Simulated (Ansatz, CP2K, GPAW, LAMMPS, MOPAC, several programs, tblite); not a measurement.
**KF from cheap methods to r2SCAN**

Aim: run KF through methods of unlike cost and see what each gets, and at what price.

Method: no spin polarisation, static lattice; gaps from single points on the cell relaxed beforehand with r²SCAN, in LAMMPS, MOPAC, tblite, CP2K, GPAW, Ansatz (versions at each run).

4 further runs of the same task are left out: 4 set aside as unsound or not needed.

## (1) The system as given

Symmetry: P6_3/mmc, No. 194, hexagonal system. The conventional cell has a = 4.485 Å, b = 4.485 Å, c = 5.272 Å, α = 90.00°, β = 90.00°, γ = 120.00°. K (site symmetry -6m2) is surrounded by 5 F at 2.59 to 2.64 Å. Around F (site symmetry -6m2) lie 5 K at 2.59 to 2.64 Å.

Coordinates:

```cif
data_structure
_symmetry_space_group_name_H-M 'P 1'
_symmetry_Int_Tables_number 1
_cell_length_a 4.4847
_cell_length_b 4.4847
_cell_length_c 5.2717
_cell_angle_alpha 90.000
_cell_angle_beta 90.000
_cell_angle_gamma 120.000
_cell_volume 91.82
loop_
_atom_site_label
_atom_site_type_symbol
_atom_site_fract_x
_atom_site_fract_y
_atom_site_fract_z
_atom_site_occupancy
K1 K 0.33333 0.66667 0.25000 1
K2 K 0.66667 0.33333 0.75000 1
F1 F 0.66667 0.33333 0.25000 1
F2 F 0.33333 0.66667 0.75000 1
```

The structure type (flat hexagonal layers, h-BN or h-MgO type) is imposed and need not be the compound's stable one.

**Question.** The methods are ffield.eim, PM6, PM7, GFN1-xTB (tblite), GFN2-xTB (tblite), PBE/DZVP, PBE/single-zeta, PBE/SZV, coarse PBE, GLLB-SC, PBE, r2SCAN. What gap does r2SCAN give on this cell, and which other methods (full PBE left aside) come nearest to r2SCAN and farthest in gap, volume and bulk modulus?

```
                                               quantity                                  value
                                                 r2SCAN  gap 5.96 eV, 22.96 Å³/atom, B₀ 27 GPa
         gap: nearest and farthest of the other methods    PBE/DZVP (-0.45 eV), PM7 (+8.99 eV)
      volume: nearest and farthest of the other methods     PM7 (-4.5 %), ffield.eim (-17.8 %)
bulk modulus: nearest and farthest of the other methods  PBE/DZVP (-13 %), ffield.eim (+472 %)
```

**Reading.** Among the 8 methods compared for the gap (full PBE left aside), PBE/DZVP is nearest to r2SCAN and PM7 farthest. For the volume, of the 3 methods compared (full PBE left aside), PM7 comes nearest to r2SCAN and ffield.eim is farthest. Among the 3 methods compared for the bulk modulus (full PBE left aside), PBE/DZVP is nearest to r2SCAN and ffield.eim farthest. A minimal basis or a coarse cutoff and mesh shifts results by its own error, so closeness to r2SCAN can be chance. Cluster runs see only the k-points that fold onto the zone centre, so their gaps can miss the band edges. GLLB-SC is compared with its derivative discontinuity added. GFN1-xTB (tblite) ended in an unphysical state and is left out of the comparison. No volume is given for PM6, GFN2-xTB (tblite), PBE/single-zeta, PBE/SZV, coarse PBE, which can hide a larger miss. CPU times run from 0.14 s (ffield.eim) to 3 min (PBE/single-zeta). On this cell PBE/DZVP, PBE/single-zeta, PBE/SZV, GLLB-SC cost more than r2SCAN itself (11 s), so they are no saving here. r2SCAN is a yardstick, not the truth: it usually gives gaps below the measured ones.
